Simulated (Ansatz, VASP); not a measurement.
# Cross-check of InAs between VASP and Ansatz, part 3 of 3

One calculation is typed for both programs; each brings its own data sets. How far apart do they land? The structure shown is the start of the Ansatz relaxation below; VASP solves that cell, so the two are compared at the walk's first step.

VASP 6.6.1 and Ansatz 0.2.0.

So far: The starting structure; Ansatz: relaxation, r2SCAN; VASP: single point, r2SCAN, start cell.

## 3. VASP: single point, r2SCAN, start cell (continued)

Level of this step: r2SCAN; plane waves and PAW (As, In_d) (VASP).

Numbers of over 12 decimals in the logs are rounded to 6 here.

OUTCAR, selected parts (step 3):

```text
ion  position               nearest neighbor table
   1  0.748  0.748  0.748-   2 2.65   2 2.70   2 2.70   2 2.70
   2  0.002  0.002  0.002-   1 2.65   1 2.70   1 2.70   1 2.70

  LATTYP: Found a trigonal (rhomboedric) cell.
 ALAT       =     4.3307219609
 COS(alpha) =     0.4723438560

 Subroutine GETGRP returns: Found  6 space group operations
 (whereof  6 operations were pure point group operations)

The static configuration has the point symmetry C_3v.

   k-points           NKPTS =   1728   k-points in BZ     NKDIM =   1728   number of bands    NBANDS=     15

   dimension x,y,z NGX =    30 NGY =   30 NGZ =   30
   dimension x,y,z NGXF=    60 NGYF=   60 NGZF=   60

   ENCUT  =  440.0 eV  32.34 Ry    5.69 a.u.   7.41  7.41  7.41*2*pi/ulx,y,z

   NELECT =      18.0000    total number of electrons

 k-points in reciprocal lattice and weights: Points of the shifted mesh
   0.04166667  0.04166667  0.04166667       0.001
   0.04166667  0.04166667  0.12500000       0.001
   0.04166667  0.04166667  0.20833333       0.001
   0.04166667  0.04166667  0.29166667       0.001
   0.04166667  0.04166667  0.37500000       0.001
   0.04166667  0.04166667  0.45833333       0.001
   0.04166667  0.04166667  0.54166667       0.001
   0.04166667  0.04166667  0.62500000       0.001
   0.04166667  0.04166667  0.70833333       0.001
[...]
0.95833333  0.95833333  0.87500000       0.001
   0.95833333  0.95833333  0.95833333       0.001

 average (electrostatic) potential at core
       1 -54.8555       2-102.8864

 E-fermi :   3.7398

 k-point     1 :       0.0417    0.0417    0.0417
  band No.  band energies     occupation
    ...
      5     -11.0878      2.00000
      6      -8.2792      2.00000
      7       2.9137      2.00000
      8       3.4263      2.00000
      9       3.4263      2.00000
     10       3.9733      0.00000
     11       7.6468      0.00000
     12       7.6468      0.00000
     13       8.0266      0.00000
     14      11.4346      0.00000
    ...

 k-point     2 :       0.0417    0.0417    0.1250
  band No.  band energies     occupation
    ...
      5     -11.0870      2.00000
      6      -8.1914      2.00000
      7       1.9781      2.00000
      8       3.3398      2.00000
      9       3.3918      2.00000
     10       4.5455      0.00000
     11       7.6840      0.00000
     12       7.7293      0.00000
     13       8.2601      0.00000
     14      11.9441      0.00000
    ...

 k-point     3 :       0.0417    0.0417    0.2083
  band No.  band energies     occupation
    ...
      5     -11.0857      2.00000
      6      -7.9857      2.00000
      7       0.8119      2.00000
      8       3.1222      2.00000
      9       3.2289      2.00000
     10       4.9666      0.00000
     11       7.8992      0.00000
     12       8.0029      0.00000
     13       8.7156      0.00000
     14      12.0555      0.00000
    ...

  Total       -0.9163815     -0.9163815     -0.9163815      0.3957023      0.3957023      0.3957023
  in kB      -24.5657519    -24.5657519    -24.5657519     10.6077277     10.6077277     10.6077277
  external PRESSURE =     -24.5657519 kB  Pullay stress =       0.0000000 kB

  energy-cutoff  :      440.00
  volume of cell :       59.77
      direct lattice vectors                 reciprocal lattice vectors
    -0.084129000  3.061705000  3.061705000    -0.156726277  0.161154451  0.161154451
     3.061705000 -0.084129000  3.061705000     0.161154451 -0.156726277  0.161154451
     3.061705000  3.061705000 -0.084129000     0.161154451  0.161154451 -0.156726277

 POSITION                                       TOTAL-FORCE (eV/Angst)
 -----------------------------------------------------------------------------------
      4.51957      4.51957      4.51957        -0.035864     -0.035864     -0.035864
      0.00989      0.00989      0.00989         0.035864      0.035864      0.035864
 -----------------------------------------------------------------------------------
    total drift:                                0.000556      0.000556      0.000556

  FREE ENERGIE OF THE ION-ELECTRON SYSTEM (eV)
  ---------------------------------------------------
  free  energy   TOTEN  =       -38.0249649552 eV

  energy  without entropy=      -38.0249649552  energy(sigma->0) =      -38.02496496

 total charge
# of ion       s       p       d       tot
------------------------------------------
    1        1.219   1.564   0.019   2.802
    2        0.836   0.688   9.881  11.405
--------------------------------------------------
tot          2.055   2.252   9.900  14.207

[... 3 further parts left out ...]
```

The run ends at a pressure of -2.46 GPa, with forces up to 0.062 eV/Å.

## 4. Comparison

Known differences besides the potentials themselves: VASP keeps PBE cores, Ansatz makes them for the functional; the data sets hold 28 valence electrons in Ansatz (on its PAW soft_1 files) and 18 in VASP; the cutoff is 500 eV in Ansatz and 440 eV in VASP. Total energies have different zeros and are not compared.

Forces (eV/Å; atoms numbered as in POSCAR):

```csv
atom,"Ansatz x, y, z","VASP x, y, z"
As1,"-0.035, -0.035, -0.035","-0.036, -0.036, -0.036"
In2,"0.035, 0.035, 0.035","0.036, 0.036, 0.036"
```

The forces differ by 0.4 meV/Å r.m.s., which is 1.1 % of the r.m.s. force of 0.036 eV/Å (both taken over all components). VASP's last cycles still show a density residual of 4e-03, so its state may not be settled.

## 5. Outcome

```yaml
r_m_s_force_difference_single_point_r2scan_start_cell: 0.38 meV/Å
```

In words: The r.m.s. force difference is 0.38 meV/Å (single point, r2SCAN, start cell), within the 12 meV/Å picked in this series as the mark of a large difference. The data sets hold unlike numbers of valence electrons (28 in Ansatz and 18 in VASP), so part of the differences comes from the potentials. Such differences can come from data sets, numerical settings and the points named under the comparisons, not from the functional's error against experiment.

[Lines on the potential files, build, host, timing and source positions are cut from VASP's logs without a mark.]

[Logs are printed without paths, hosts, clocks, repeated set-up lines and the standing remarks that a program may print on its own settings, such as how far it seeks lower states.]

[Hosts, paths, dates, database ids (printed as entryN), source tags and the programs' standing remarks are cut or masked in the printed files.]
